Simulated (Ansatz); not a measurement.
# WS2: the cost of one run

Method: DFT PBE, scalar-relativistic, plane waves, PAW, in Ansatz 0.2.0.

The COD entry's cell or inner coordinates are ideal or old and differ from later refinements, so a difference from it is no clean test against experiment.

2 further runs of the same task are left out: 2 set aside as unsound or not needed. Runs told in other sessions of the task aren't counted.

## (1) The system as given

The structure is hexagonal, space group P6_3/mmc (No. 194). Conventional cell: a = 3.188 Å, b = 3.188 Å, c = 14.775 Å, α = 90.00°, β = 90.00°, γ = 120.00°. W (site symmetry -6m2) is surrounded by 6 S at 2.42 Å. S (site symmetry 3m) is surrounded by 3 W at 2.42 Å.

Structure file:

```cif
data_structure
_symmetry_space_group_name_H-M 'P 1'
_symmetry_Int_Tables_number 1
_cell_length_a 3.1878
_cell_length_b 3.1878
_cell_length_c 14.7750
_cell_angle_alpha 90.000
_cell_angle_beta 90.000
_cell_angle_gamma 120.000
_cell_volume 130.03
loop_
_atom_site_label
_atom_site_type_symbol
_atom_site_fract_x
_atom_site_fract_y
_atom_site_fract_z
_atom_site_occupancy
W1 W 0.33333 0.66667 0.25000 1
W2 W 0.66667 0.33333 0.75000 1
S1 S 0.33333 0.66667 0.64367 1
S2 S 0.66667 0.33333 0.14367 1
S3 S 0.33333 0.66667 0.85633 1
S4 S 0.66667 0.33333 0.35633 1
```

This cell was relaxed beforehand with the same method: volume 21.67 Å³/atom, gap on the mesh 1.62 eV.

## (2) The undisturbed cell

Contents of input.yaml:

```yaml
crystal:
  lattice:
    - [3.1877810946, 0.0, 0.0]
    - [-1.5938905473, 2.7606994096, 0.0]
    - [0.0, 0.0, 14.7749679767]
  atoms:
    - { symbol: W, position: [0.3333333333, 0.6666666667, 0.25] }
    - { symbol: W, position: [0.6666666667, 0.3333333333, 0.75] }
    - { symbol: S, position: [0.3333333333, 0.6666666667, 0.6436696682] }
    - { symbol: S, position: [0.6666666667, 0.3333333333, 0.1436696682] }
    - { symbol: S, position: [0.3333333333, 0.6666666667, 0.8563303318] }
    - { symbol: S, position: [0.6666666667, 0.3333333333, 0.3563303318] }
basis:
  ecutwfc: 420
kpoints:
  mp_grid: { grid: [12, 12, 2] }
hamiltonian:
  xc: pbe
scf:
  occupations: { method: gaussian, width: 0.05 }
output:
  forces: true
  stress: true
  eigenvalues: true
  write_density: true
  write_potential: true
  elf: true
  volumetric_format: npy
```

Launch:

```console
> ansatz run input.yaml --threads 2 --pin off --max-ram 5120MiB --backend cpu --events-out ev --progress --plain --runs-dir out
```

Q: Estimate wall time and peak memory on 2 threads of Intel Xeon 6975P-C (Granite Rapids), shared host.

About 2.7 s, with a peak of 0.52 GiB.
